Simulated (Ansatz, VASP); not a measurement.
# Two plane-wave programs on Si7W4 (a cell with a defect)

```
CELL_PARAMETERS angstrom
-3.20342 3.20342 7.81346
1.60171 -1.60171 3.90673
3.20342 3.20342 -7.81346
ATOMIC_POSITIONS crystal
Si 0.16950 0.33219 0.00410
Si 0.33080 0.65369 0.99354
Si 0.17122 0.34955 0.50000
Si 0.66540 0.32399 0.99590
Si 0.83726 0.66660 0.00646
Si 0.65957 0.34007 0.50000
Si 0.83484 0.66866 0.50000
W 0.99381 0.00987 0.50000
W 0.99745 0.98962 0.99387
W 0.50390 0.99855 0.50000
W 0.50358 0.00188 0.00613
```

Alike in both runs: functional PBEsol; k mesh 5 × 5 × 5; occupations gaussian, width 0.05 eV; no spin polarisation.

Ansatz relaxed the structure, and its values are those at the end. VASP's run is a single point on that final structure, the one shown.

|  | VASP | Ansatz |
| --- | --- | --- |
| version | VASP 6.6.1 | Ansatz 0.2.0 |
| potentials or method | VASP PAW PBE potentials, release 64 (Si, W_sv) | scalar-relativistic, plane waves, PAW |
| plane-wave cutoff (eV) | 520 | 420 |
| valence electrons in the cell | 84 | 84 |

VASP gave:

- gap on the k mesh at the Fermi level (eV): none
- pressure (GPa): -3.1
- rms of the force components (eV/Å): 0.006

Q: Which values does Ansatz return?

A: gap on the k mesh at the Fermi level (eV): none; pressure (GPa): -3.4; rms of the force components (eV/Å): 0.006.

A gap of «none» marks a metal or a gap that the smearing closes. Ansatz warned: «stress_scf_threshold_loose».

Caveats: the k mesh is coarse (spacing up to 0.42 Å⁻¹), so the values aren't converged; the PAW data sets were made with another functional, which shifts forces and pressure a little (VASP). Spin-orbit coupling is left out, which matters for the levels of W.
